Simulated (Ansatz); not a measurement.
# Au in Ansatz: the effect of functional

Crystal: Au.

```xyz
1
Lattice="-1.6682 1.6682 1.6682 1.6682 -1.6682 1.6682 1.6682 1.6682 -1.6682" Properties=species:S:1:pos:R:3 pbc="T T T"
Au    0.0000    0.0000    0.0000
```

This isn't the form of Au at room conditions, which is fcc.

The cell isn't the ideal one: volume scaled by 1.02.

Alike in all runs:

- Program: Ansatz 0.2.0
- Task: single point
- Potentials or basis: Ansatz PAW
- k mesh: 11 × 11 × 11
- Occupations: fermi-dirac, width 0.05 eV
- Spin: no spin polarisation

**Question.** One run gave: pressure -6.5 GPa. Which functional did it use?
A. r2SCAN
B. PBEsol
C. LDA

**Answer.** A.

```tsv
functional	cutoff	pressure (GPa)
LDA	420 eV (not typed: the program's choice for these potentials)	-15.0
PBEsol	420 eV (not typed: the program's choice for these potentials)	-11.0
r2SCAN	500 eV (not typed: the program's choice for these potentials)	-6.5
```

Caveats: the PAW data sets come from PBE, with cores solved anew for the run's functional, which leaves a small shift of forces and pressure.
